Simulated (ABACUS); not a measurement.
Runs of ABACUS 3.10.1 on LiH. Symmetry: Fm-3m, No. 225, cubic system. Conventional cell: a = 4.074 Å, b = 4.074 Å, c = 4.074 Å, α = 90.00°, β = 90.00°, γ = 90.00°. Li (site symmetry m-3m) has 6 H at 2.04 Å as nearest neighbours. H (site symmetry m-3m) is surrounded by 6 Li at 2.04 Å. 

```tsv
task	level	potentials or basis	k mesh	cutoff (eV)	radial cutoff of the potentials (pseudo_rcut)	SCF threshold on the density	eigensolver	symmetry key	threshold of the eigensolver	gap on the mesh (eV)	pressure (GPa)	V0 of scaled cells (Å³/atom)	B0 (GPa)
single point	PBEsol	SPMS ONCV 1.0 PBE, plane waves	9 × 9 × 9	1007	7 bohr	1e-08	dav	1	-	3.09	-2.1	-	-
single point	PBE	PseudoDojo NC SR 0.4.1 PBE standard, plane waves	11 × 11 × 11	1007	10 bohr	1e-08	dav	1	-	3.21	-1.7	-	-
equation of state	BLYP	SSSP 1.3 efficiency PBE, plane waves	9 × 9 × 9	748	10 bohr	1e-08	dav	1	-	-	-	8.18	35
single point	PBEsol	PseudoDojo NC SR 0.4.1 PBEsol standard, plane waves	11 × 11 × 11	1007	7 bohr	1e-08	dav	1	-	2.98	(b)	-	-
equation of state	PBE	PseudoDojo NC SR 0.4.1 PBE standard, plane waves	11 × 11 × 11	1007	10 bohr	1e-08	dav	1	-	-	-	8.04	36
equation of state	PBE	PseudoDojo NC SR 0.4.1 PBE standard, DZP LCAO (the cutoffs set its grid)	11 × 11 × 11	1361	10 bohr	1e-07	genelpa	1	-	-	-	8.04	(a)
single point	PBE	PseudoDojo NC SR 0.5 PBE stringent, DZP LCAO (the cutoffs set its grid)	10 × 10 × 10	1361	10 bohr	1e-07	genelpa	1	-	2.99	(c)	-	-
single point	PBE	PseudoDojo NC SR 0.4.1 PBE standard, DZP LCAO (the cutoffs set its grid)	11 × 11 × 11	1361	10 bohr	1e-07	genelpa	1	-	3.18	-1.7	-	-
```

Alike in all rows: no spin polarisation; cell as given; smearing fermi-dirac 0.05 eV.

**Question.** Fill in the values left out.

**Answer.** (a) 38; (b) -2.3; (c) -1.8.

Caveats: an odd mesh through Γ misses points on the zone boundary, where band edges often lie (some runs); the atomic orbitals were generated for these runs and aren't a published set (some runs); the basis of atomic orbitals isn't converged, which shifts pressures, moduli and gaps (some runs); the potentials were made for another functional, which shifts forces and pressure (some runs).

Not every run made on this cell is shown here.
